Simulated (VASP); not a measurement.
# SiC in VASP: one cell, several levels of theory

SiC in the zincblende structure, under +1.0 % equal strain in all directions is computed at one geometry. Runs: PBE, r2SCAN.

Code: VASP 6.6.1. PAW datasets, plane waves. No spin polarisation and no zero-point or thermal motion.

## 1. Starting point

The cell comes from an earlier relaxation with r2SCAN in another program.

It is cubic, F-43m (No. 216); conventional cell a = 4.400 Å, 10.65 Å³ an atom. Around Si lie 4 C at 1.91 Å; around C lie 4 Si at 1.91 Å.

Structure file:

```cif
data_structure
_symmetry_space_group_name_H-M 'F-43m'
_symmetry_Int_Tables_number 216
_cell_length_a 4.3997
_cell_length_b 4.3997
_cell_length_c 4.3997
_cell_angle_alpha 90.000
_cell_angle_beta 90.000
_cell_angle_gamma 90.000
_cell_volume 85.16
loop_
_atom_site_label
_atom_site_type_symbol
_atom_site_symmetry_multiplicity
_atom_site_Wyckoff_symbol
_atom_site_fract_x
_atom_site_fract_y
_atom_site_fract_z
_atom_site_occupancy
Si1 Si 4 a 0.00000 0.00000 0.00000 1
C1 C 4 d 0.25000 0.25000 0.75000 1
```

## 2. PBE

INCAR reads:

```
ENCUT = 520.000000
SIGMA = 0.020000
EDIFF = 1.00e-07
GGA = PE
PREC = Accurate
IBRION = -1
ISIF = 2
ISMEAR = -1
NBANDS = 11
NELM = 120
NSW = 0
LASPH = .TRUE.
LCHARG = .FALSE.
LWAVE = .FALSE.
LREAL = .FALSE.
```

KPOINTS reads:

```
KPOINTS created by Atomic Simulation Environment
0
Gamma
10 10 10
0 0 0
```

KPOINTS_OPT reads:

```
special points
7
Reciprocal
0.0000000000 0.0000000000 0.0000000000 1
-0.5000000000 -0.5000000000 0.0000000000 1
-0.3750000000 -0.3750000000 0.2500000000 1
-0.3750000000 0.0000000000 0.3750000000 1
0.0000000000 0.0000000000 0.5000000000 1
-0.5000000000 -0.2500000000 0.2500000000 1
0.0000000000 0.5000000000 0.5000000000 1
```

POSCAR reads:

```
Si C
 1.0000000000000000
     0.0000000000000000    2.1998328745000002    2.1998328745000002
     2.1998328745000002    0.0000000000000000    2.1998328745000002
     2.1998328745000002    2.1998328745000002    0.0000000000000000
 Si  C
   1   1
Cartesian
  0.0000000000000000  0.0000000000000000  0.0000000000000000
  1.0999164372499999  1.0999164372499999  1.0999164372499999
```

The run uses the recommended PBE PAW datasets (8 valence electrons a neutral cell).

Launch:

```console
$ mpirun -np 1 vasp_std
```

Printed to the terminal (iteration lines stand in OSZICAR):

```text
POSCAR found type information on POSCAR SiC
 POSCAR found :  2 types and       2 ions
 LDA part: xc-table for (Slater+PW92), standard interpolation
 POSCAR, INCAR and KPOINTS ok, starting setup
 FFT: planning ... GRIDC
 FFT: planning ... GRID_SOFT
 FFT: planning ... GRID
 WAVECAR not read
 entering main loop
 Start KPOINTS_OPT (optional k-point list driver)
k-point batch [1-7\7]
```

OSZICAR:

```text
N       E                     dE             d eps       ncg     rms          rms(c)
DAV:   1     0.338072707230E+01    0.33807E+01   -0.38117E+03  1082   0.599E+02
DAV:   2    -0.162011340245E+02   -0.19582E+02   -0.18378E+02  1289   0.109E+02
DAV:   3    -0.168326366170E+02   -0.63150E+00   -0.63022E+00  1276   0.160E+01
DAV:   4    -0.168351919144E+02   -0.25553E-02   -0.25551E-02  1178   0.128E+00
DAV:   5    -0.168352041294E+02   -0.12215E-04   -0.12215E-04  1253   0.828E-02    0.852E+00
DAV:   6    -0.151064059506E+02    0.17288E+01   -0.64444E+00  1154   0.112E+01    0.375E+00
DAV:   7    -0.150655374077E+02    0.40869E-01   -0.35249E-01  1232   0.341E+00    0.173E+00
DAV:   8    -0.150580480844E+02    0.74893E-02   -0.20078E-02  1166   0.938E-01    0.172E-01
DAV:   9    -0.150581474182E+02   -0.99334E-04   -0.17133E-03  1292   0.233E-01    0.112E-01
DAV:  10    -0.150582631265E+02   -0.11571E-03   -0.25924E-04  1169   0.964E-02    0.266E-02
DAV:  11    -0.150582655495E+02   -0.24231E-05   -0.47953E-05  1238   0.353E-02    0.709E-03
DAV:  12    -0.150582659902E+02   -0.44064E-06   -0.23011E-06  1196   0.891E-03    0.118E-03
DAV:  13    -0.150582660097E+02   -0.19500E-07   -0.12762E-07  1151   0.231E-03
   1 F= -.15058266E+02 E0= -.15058266E+02  d E =-.828551E-12
       N       E                     dE             ncg
DAV:   1     0.695625513232E+03   -0.19143E+04      154
DAV:   2     0.560061085033E+03   -0.13556E+03      242
DAV:   3     0.556446937329E+03   -0.36141E+01      196
DAV:   4     0.556433553856E+03   -0.13383E-01      197
DAV:   5     0.556433495589E+03   -0.58267E-04      193
DAV:   6     0.556433495172E+03   -0.41699E-06      197
DAV:   7     0.556433495168E+03   -0.35990E-08      193
```

The lines after F= are the extra pass for the points of KPOINTS_OPT, at fixed density; their E is not a total energy.

Parts of OUTCAR:

```text
k-points           NKPTS =     47   k-points in BZ     NKDIM =     47   number of bands    NBANDS=     11

   NELECT =       8.0000    total number of electrons

   dimension x,y,z NGX =    24 NGY =   24 NGZ =   24
   dimension x,y,z NGXF=    48 NGYF=   48 NGZF=   48

  energy-cutoff  :      520.00
  volume of cell :       21.29
      direct lattice vectors                 reciprocal lattice vectors
     0.000000000  2.199832875  2.199832875    -0.227289994  0.227289994  0.227289994
     2.199832875  0.000000000  2.199832875     0.227289994 -0.227289994  0.227289994
     2.199832875  2.199832875  0.000000000     0.227289994  0.227289994 -0.227289994

 k-points in reciprocal lattice and weights: KPOINTS created by Atomic Simulation Env
   0.00000000  0.00000000  0.00000000       0.001
   0.10000000  0.00000000  0.00000000       0.008
   0.20000000  0.00000000  0.00000000       0.008
   0.30000000  0.00000000  0.00000000       0.008
   0.40000000  0.00000000  0.00000000       0.008
   0.50000000  0.00000000  0.00000000       0.004
   0.10000000  0.10000000  0.00000000       0.006
   0.20000000  0.10000000  0.00000000       0.024
[... 39 more k-points ...]

 E-fermi :   8.2298

 k-point     1 :       0.0000    0.0000    0.0000
  band No.  band energies     occupation
      1      -7.3911      2.00000
      2       7.7898      2.00000
      3       7.7898      2.00000
      4       7.7898      2.00000
      5      13.6900      0.00000
      6      14.9017      0.00000
      7      14.9017      0.00000
      8      14.9017      0.00000
      9      22.1309      0.00000
     10      22.1309      0.00000
     11      23.8319      0.00000

 k-point     2 :       0.1000    0.0000    0.0000
  band No.  band energies     occupation
      1      -7.2003      2.00000
      2       6.7845      2.00000
      3       7.6568      2.00000
      4       7.6568      2.00000
      5      13.9909      0.00000
      6      15.1405      0.00000
      7      15.1408      0.00000
      8      15.1408      0.00000
      9      21.2083      0.00000
     10      21.2083      0.00000
     11      23.8175      0.00000

 k-point     3 :       0.2000    0.0000    0.0000
  band No.  band energies     occupation
      1      -6.6362      2.00000
      2       4.6919      2.00000
      3       7.3520      2.00000
      4       7.3520      2.00000
      5      13.7401      0.00000
      6      15.5059      0.00000
      7      15.5059      0.00000
      8      16.3099      0.00000
      9      20.5517      0.00000
     10      20.5517      0.00000
     11      22.9553      0.00000

 k-point     4 :       0.3000    0.0000    0.0000
  band No.  band energies     occupation
      1      -5.7353      2.00000
      2       2.4218      2.00000
      3       7.0381      2.00000
      4       7.0381      2.00000
      5      13.3330      0.00000
      6      15.4054      0.00000
      7      15.4054      0.00000
      8      17.3180      0.00000
      9      21.3257      0.00000
     10      21.3257      0.00000
     11      22.6488      0.00000

 k-point     5 :       0.4000    0.0000    0.0000
  band No.  band energies     occupation
      1      -4.6267      2.00000
      2       0.4164      2.00000
      3       6.8208      2.00000
      4       6.8208      2.00000
      5      13.0596      0.00000
      6      15.0593      0.00000
      7      15.0593      0.00000
      8      17.6598      0.00000
      9      23.1884      0.00000
     10      23.1884      0.00000
     11      23.1922      0.00000

 k-point     6 :       0.5000    0.0000    0.0000
  band No.  band energies     occupation
      1      -3.9299      2.00000
      2      -0.5894      2.00000
      3       6.7447      2.00000
      4       6.7447      2.00000
      5      12.9671      0.00000
      6      14.9017      0.00000
      7      14.9017      0.00000
      8      17.6859      0.00000
      9      23.6502      0.00000
     10      24.7270      0.00000
     11      24.7270      0.00000

 k-point     7 :       0.1000    0.1000    0.0000
  band No.  band energies     occupation
      1      -7.1366      2.00000
      2       7.0240      2.00000
      3       7.3247      2.00000
      4       7.3247      2.00000
      5      14.0731      0.00000
      6      14.5187      0.00000
      7      15.5936      0.00000
      8      15.5936      0.00000
      9      19.8134      0.00000
     10      22.4189      0.00000
     11      24.8268      0.00000

 k-point     8 :       0.2000    0.1000    0.0000
  band No.  band energies     occupation
      1      -6.6965      2.00000
      2       5.3950      2.00000
      3       6.9014      2.00000
      4       7.1661      2.00000
      5      13.7542      0.00000
      6      14.9013      0.00000
      7      16.2105      0.00000
      8      16.2163      0.00000
      9      19.0674      0.00000
     10      22.1216      0.00000
     11      24.4678      0.00000

 k-point     9 :       0.3000    0.1000    0.0000
  band No.  band energies     occupation
      1      -5.9048      2.00000
      2       3.2314      2.00000
      3       6.5663      2.00000
      4       6.7963      2.00000
      5      13.4654      0.00000
      6      15.1757      0.00000
      7      16.3349      0.00000
      8      16.5815      0.00000
      9      19.8833      0.00000
     10      22.5010      0.00000
     11      23.8129      0.00000

 k-point    10 :       0.4000    0.1000    0.0000
  band No.  band energies     occupation
      1      -4.8447      2.00000
      2       1.1462      2.00000
      3       6.3565      2.00000
      4       6.4115      2.00000
      5      13.2287      0.00000
      6      14.8398      0.00000
      7      15.9355      0.00000
      8      17.6253      0.00000
      9      21.0650      0.00000
     10      23.9955      0.00000
     11      24.0589      0.00000

 k-point    11 :       0.5000    0.1000    0.0000
  band No.  band energies     occupation
      1      -3.8843      2.00000
      2      -0.3075      2.00000
      3       6.0032      2.00000
      4       6.4626      2.00000
      5      13.2032      0.00000
      6      14.5980      0.00000
      7      15.5173      0.00000
      8      18.2917      0.00000
      9      22.4761      0.00000
     10      24.6622      0.00000
     11      24.7414      0.00000

 k-point    12 :      -0.4000    0.1000    0.0000
  band No.  band energies     occupation
      1      -4.1380      2.00000
      2       0.0479      2.00000
      3       5.8233      2.00000
      4       6.6998      2.00000
      5      13.4095      0.00000
      6      14.6658      0.00000
      7      15.3472      0.00000
      8      18.2740      0.00000
      9      22.6651      0.00000
     10      23.1454      0.00000
     11      24.9813      0.00000

 k-point    13 :      -0.3000    0.1000    0.0000
  band No.  band energies     occupation
      1      -5.2187      2.00000
      2       1.8109      2.00000
      3       5.8666      2.00000
      4       7.0653      2.00000
      5      13.7558      0.00000
      6      15.0652      0.00000
      7      15.4322      0.00000
      8      17.6057      0.00000
      9      20.5467      0.00000
     10      22.5719      0.00000
     11      24.4644      0.00000

 k-point    14 :      -0.2000    0.1000    0.0000
  band No.  band energies     occupation
      1      -6.2059      2.00000
      2       3.9471      2.00000
      3       6.1645      2.00000
      4       7.4544      2.00000
      5      14.1756      0.00000
      6      15.3502      0.00000
      7      15.4783      0.00000
      8      16.6622      0.00000
      9      19.4235      0.00000
     10      21.6698      0.00000
     11      24.3406      0.00000

 k-point    15 :      -0.1000    0.1000    0.0000
  band No.  band energies     occupation
      1      -6.8847      2.00000
      2       5.8463      2.00000
      3       6.8088      2.00000
      4       7.7050      2.00000
      5      14.4352      0.00000
      6      14.8097      0.00000
      7      15.2056      0.00000
      8      16.1570      0.00000
      9      19.8069      0.00000
     10      21.2076      0.00000
     11      24.8822      0.00000

 k-point    16 :       0.2000    0.2000    0.0000
  band No.  band energies     occupation
      1      -6.3833      2.00000
      2       5.3877      2.00000
      3       6.3687      2.00000
      4       6.3687      2.00000
      5      12.6314      0.00000
      6      14.6734      0.00000
      7      17.1890      0.00000
      8      17.1890      0.00000
      9      18.4308      0.00000
     10      23.2748      0.00000
     11      26.8738      0.00000

[... the tables of k-points 17 to 47 left out ...]

  Total       -0.3805199     -0.3805199     -0.3805199      0.0000000      0.0000000      0.0000000
  in kB      -28.6344540    -28.6344540    -28.6344540      0.0000000      0.0000000      0.0000000
  external PRESSURE =     -28.6344540 kB  Pullay stress =       0.0000000 kB

 POSITION                                       TOTAL-FORCE (eV/Angst)
 -----------------------------------------------------------------------------------
      0.00000      0.00000      0.00000        -0.000000      0.000000     -0.000000
      1.09992      1.09992      1.09992         0.000000     -0.000000      0.000000
 -----------------------------------------------------------------------------------
    total drift:                                0.000000      0.000000      0.000000

  FREE ENERGIE OF THE ION-ELECTRON SYSTEM (eV)
  ---------------------------------------------------
  free  energy   TOTEN  =       -15.0582660097 eV

  energy  without entropy=      -15.0582660097  energy(sigma->0) =      -15.05826601
```

Wall time 8.4 s (1 MPI rank of Intel Xeon Platinum 8488C, shared host); peak memory 0.14 GiB.

The levels at the points of KPOINTS_OPT are read from vasprun.xml.

Band energies at the special points (eV, zero at the top of v, the last band that the electrons fill by count):

```tsv
point	v−1	v	c	c+1
Γ	0.00	0.00	5.90	7.11
X	-3.13	-3.13	1.38	4.22
U	-5.40	-2.55	3.08	7.60
K	-5.40	-2.55	3.08	7.60
L	-1.05	-1.05	5.18	7.11
W	-4.86	-4.58	5.17	9.15
```

Gap with PBE: 1.38 eV, valence top at Γ, conduction bottom at X. Least direct gap: 4.51 eV. Pressure: -2.86 GPa; the forces vanish within 0.01 eV/Å.

(Part 1 of 2 ends here.)
